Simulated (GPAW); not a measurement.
# Ge (Cmcm) in GPAW: hybrid scf with SCAN0

Aim: the hybrid scf of Ge with SCAN0.

All numbers are computed with GPAW 26.7.0; they aren't measurements. Logs are shortened: lines on timing, memory, paths and dates and some standing lists are left out, and cuts for length are marked. The log counts tension as positive stress, the text compression.

## (1) Starting point

It takes space group Cmcm (No. 63, orthorhombic). The conventional cell has a = 2.976 Å, b = 5.189 Å, c = 4.728 Å, α = 90.00°, β = 90.00°, γ = 90.00°. Around Ge (site symmetry m2m) lie 12 Ge at 2.92 to 2.99 Å.

This isn't the form of Ge at room conditions, which is diamond.

## (2) Hybrid scf, SCAN0

File run.py:

```python
import numpy as np
from ase.dft.bandgap import bandgap
from ase.io import write
from ase.spacegroup import crystal
from gpaw import GPAW, PW
from gpaw.xc import parametrizedxc

class ScaledMGGA(parametrizedxc.ParametrizedKernel):
    """Weighted sum of Libxc meta-GGA parts, named like '0.75_MGGA_X_..+1.0_MGGA_C_..'."""
    def __init__(self, name):
        super().__init__(name)
        self.type = 'MGGA'

    def calculate(self, e_g, n_sg, dedn_sg, sigma_xg, dedsigma_xg, tau_sg, dedtau_sg):
        e_g[:] = dedsigma_xg[:] = dedtau_sg[:] = 0.0
        for kernel, c in zip(self.kernels, self.coefs):
            e, v, s, t = [np.zeros_like(x) for x in [e_g, dedn_sg, dedsigma_xg, dedtau_sg]]
            kernel.calculate(e, n_sg, v, sigma_xg, s, tau_sg, t)
            e_g += c * e
            dedn_sg += c * v
            dedsigma_xg += c * s
            dedtau_sg += c * t

parametrizedxc.ParametrizedKernel = ScaledMGGA

# Ge 4c
atoms = crystal(['Ge'],
                basis=[[0.5, 0.16655337, 0.75]],
                spacegroup=63, setting=1,  # Cmcm
                cellpar=[2.97610585, 5.18937922, 4.72759579, 90.0, 90.0, 90.0],
                primitive_cell=True)

calc = GPAW(mode=PW(350),
            xc={'name': '0.750_MGGA_X_SCAN+1.0_MGGA_C_SCAN', 'fraction': 0.25, 'omega': 0.0, 'backend': 'pw'},
            kpts={'size': (3, 3, 2), 'gamma': True},
            occupations={'name': 'fermi-dirac', 'width': 0.05},
            nbands=11,
            convergence={'density': 0.0001},
            symmetry={'point_group': False},
            maxiter=40,
            txt='gpaw.txt')
atoms.calc = calc
energy = atoms.get_potential_energy()
calc.write('gs.gpw')
write('result.traj', atoms)
print(f'Energy: {energy:.6f} eV')
print('Fermi level:', round(calc.get_fermi_level(), 4), 'eV')
print(f'Gap: {bandgap(calc)[0]:.4f} eV, direct: {bandgap(calc, direct=True)[0]:.4f} eV')
```

Potentials or basis: GPAW PAW data sets (gpaw-data 1.2.1), pw.

Launch:

```bash
$ OMP_NUM_THREADS=1 python run.py
```

gpaw.txt:

```text
__  _  _
 | _ |_)|_||  |
 |__||  | ||/\| - 26.7.0

Input parameters:
  mode=PW(ecut=350.0),
  convergence={'density': 0.0001},
  kpts=MonkhorstPack(size=(3, 3, 2), gamma=True),
  maxiter=40,
  nbands=11,
  occupations=Occupations(name='fermi-dirac', width=0.05),
  symmetry=Symmetry(point_group=False),
  xc=XC(name='0.750_MGGA_X_SCAN+1.0_MGGA_C_SCAN', fraction=0.25, omega=0.0, backend='pw')

Diagonalizing LCAO Hamiltonian
Converting LCAO to pw mode

         Ge

       Ge

Atoms  # Å, Bohr magnetons
|   | symbol |        x |         y |        z |    initial magnetic moments |
|---|--------|----------|-----------|----------|-----------------------------|
| 0 |     Ge | 1.488053 | -0.864309 | 1.181899 | ( 0.0000,  0.0000,  0.0000) |
| 1 |     Ge | 1.488053 |  0.864309 | 3.545697 | ( 0.0000,  0.0000,  0.0000) |

Unit cell  # Å
| periodic |        x |         y |        z |  lengths |     angles |
|----------|----------|-----------|----------|----------|------------|
|      yes | 1.488053 | -2.594690 | 0.000000 | 2.991106 |  90.000000 |
|      yes | 1.488053 |  2.594690 | 0.000000 | 2.991106 |  90.000000 |
|      yes | 0.000000 |  0.000000 | 4.727596 | 4.727596 | 120.331510 |

Number of symmetries: 1
Symmetry operations  # r_c * U_cc + t_c -> r_c
|   | kind |            matrix            |
|---|------|------------------------------|
| 0 |  E   |  1, 0, 0,  0, 1, 0,  0, 0, 1 |

BZ-sampling:
  Number of BZ points: 18
  Number of IBZ points: 10

  Monkhorst-Pack size: [3, 3, 2]
  Monkhorst-Pack shift: [0.0, 0.0, 0.25]

K-points  # in reciprocal-cell coordinates
|   |                                coordinates |     weight |
|---|--------------------------------------------|------------|
| 0 | (  0.00000000,   0.00000000,   0.00000000) | 0.05555556 |
| 1 | (  0.00000000,   0.00000000,   0.50000000) | 0.05555556 |
| 2 | (  0.00000000,   0.33333333,   0.00000000) | 0.11111111 |
| 3 | (  0.00000000,   0.33333333,   0.50000000) | 0.11111111 |
| 4 | (  0.33333333,  -0.33333333,   0.00000000) | 0.11111111 |
| 5 | (  0.33333333,  -0.33333333,   0.50000000) | 0.11111111 |
| 6 | (  0.33333333,   0.00000000,   0.00000000) | 0.11111111 |
| 7 | (  0.33333333,   0.00000000,   0.50000000) | 0.11111111 |
| 8 | (  0.33333333,   0.33333333,   0.00000000) | 0.11111111 |
| 9 | (  0.33333333,   0.33333333,   0.50000000) | 0.11111111 |

Plane wave coefficients: 548
Cutoff: 350.0 eV

Spin-components: 1 (collinear spins)
Bands:           11
Projectors:      10
Spin-degeneracy: 2
Datatype:        complex128

Parallelization:
  kpt:    1
  domain: 1
  band:   1

Density:
  Valence electrons: 8.0
  Components: 1
  Grid points: [14 14 21]
  Charge: 0.0  # |e|

Potential:
  Grid points: [14 14 21]

species:
  Ge:
    name:    Germanium
    Z:       32.0
    valence: 4
    core:    28
    charge:  0.0  # [|e|]
    compensation charges:
      type: gauss
      rc: 0.32  # [Å]
      lmax: 2
    cutoffs:
      filter: 1.77  # [Å]
      core: 3.42  # [Å]
    projectors
    | kind |    occ | energy [eV] | rcut [Å] |
    |------|--------|-------------|----------|
    |   4s |  2.000 |     -11.726 |    1.005 |
    |   4p |  2.000 |      -3.896 |    1.005 |
    |    s |        |      15.485 |    1.005 |
    |    p |        |      23.315 |    1.005 |
    |    d |        |       0.000 |    1.005 |

    Using partial waves for Ge as LCAO basis

Reference energy: -114195.275705  # eV

eigensolver:
  PPCG
  Converge bands: occupied
  niter=2

density mixing:
  MSR1-Mixer
  Pratt-step length: 0.05
  Maximum mixing coefficient: 0.75
  Old densities: 10
  SVD Regularization: 0.005
  Good broyden scale: 1.0
  Trust region scale: 1.0
  Backstep threshold: 4.0
  History deletion threshold: 6.0
  Fourier metric: weight=20.0, sigma=0.015

occupation numbers:
  Fermi-Dirac:
    width: 0.0500  # eV

poisson solver:
  ecut: 2800.0  # eV

xc functional:
  name: 0.750_MGGA_X_SCAN+1.0_MGGA_C_SCAN with 2 nearest neighbor stencil

convergence criteria:
- Maximum integral of absolute [dens]ity change: 0.0001 electrons / valence electron
- Maximum [total energy] change in last 3 cyles: 0.0005 eV / valence electron
- Maximum integral of absolute [eigenst]ate change: 4e-08 eV^2 / valence electron
maximum number of iterations: 40

IBZ(<points: 10, symmetries: 1>)
Occupied bands: 6
SCF iterations
|iter     | |      energy | eigst |  dens |
|---------|-|-------------|-------|-------|
|iter:   1| |-1073.743234 | -0.67 |       |
|iter:   2| |  -30.825500 | -0.67 | -1.76 |
|iter:   3| |  -30.884528 | -2.14 | -1.21 |
|iter:   4| |  -30.886414 | -3.79 | -1.16 |
|iter:   5| |  -30.857528 | -3.00 | -1.17 |
|iter:   6| |  -30.868195 | -2.94 | -1.64 |
|iter:   7| |  -30.870875 | -4.24 | -1.62 |
|iter:   8| |  -30.864156 | -4.31 | -1.52 |
|iter:   9| |  -30.857593 | -4.02 | -1.64 |
|iter:  10| |  -30.855288 | -3.74 | -2.01 |
|iter:  11| |  -30.855972c| -5.11 | -2.43 |
|iter:  12| |  -30.855153c| -4.63 | -2.11 |
|iter:  13| |  -30.855152c| -5.59 | -3.02 |
|iter:  14| |  -30.855153c| -7.00 | -3.80 |
|iter:  15| |  -30.855152c| -7.86c| -4.27c|

Converged in 15 steps
Energy contributions relative to reference atoms: (reference = -114195.275705)

Energy contributions:
  Kinetic:          -0.684451
  Coulomb:           1.011730
  Zero:             -0.263993
  External:          0.000000
  Xc:             1033.188787
  Entropy:          -0.007708
  Spinorbit:         0.000000
  Hybrid_Xc_Cc:     -1045.237447
  Hybrid_Xc_Vc:        -5.586573
  Hybrid_Xc_Vv:       -13.279352
  ----------------------------
  Free energy:     -30.859006
  Extrapolated:    -30.855152

dipole moment: (0.000185, 0.000001, 0.000289)  # |e|*Ang

Fermi level: 8.051
Eigenvalues  # (at kpt = [0.000, 0.000, 0.000])
| band index |      eig [eV] | occ [0-2] |
|------------|---------------|-----------|
|          0 |        -8.014 |     2.000 |
|          1 |        -1.051 |     2.000 |
|          2 |         1.059 |     2.000 |
|          3 |        15.964 |     0.000 |
|          4 |        16.131 |     0.000 |
|          5 |        18.313 |     0.000 |
|          6 |        18.413 |     0.000 |
|          7 |        20.043 |     0.000 |
|          8 |        20.949 |     0.000 |
|          9 |        22.722 |     0.000 |
|         10 |        23.648 |     0.000 |

No gap
No difference between direct/indirect transitions
# Writing to gs.gpw (mode='')
```

Run time: 2.7 min. Hardware: 1 thread of Arm Neoverse V2, shared host; peak memory 0.17 GiB.

The run converged, but some of its settings lie outside the range that counts as converged, so its numbers aren't taken as properties of the crystal.

What came out:

```yaml
Free_energy: -30.8590 eV
Band_gap_on_the_k_mesh: none (metal or under the smearing width)
```

Caveat: the k mesh is coarse (spacing up to 0.81 Å⁻¹), so the values aren't converged, least of all with exact exchange; exact exchange converges slowly with the k mesh, and this mesh is small; the scaled meta-GGA exchange is a class typed in the script.
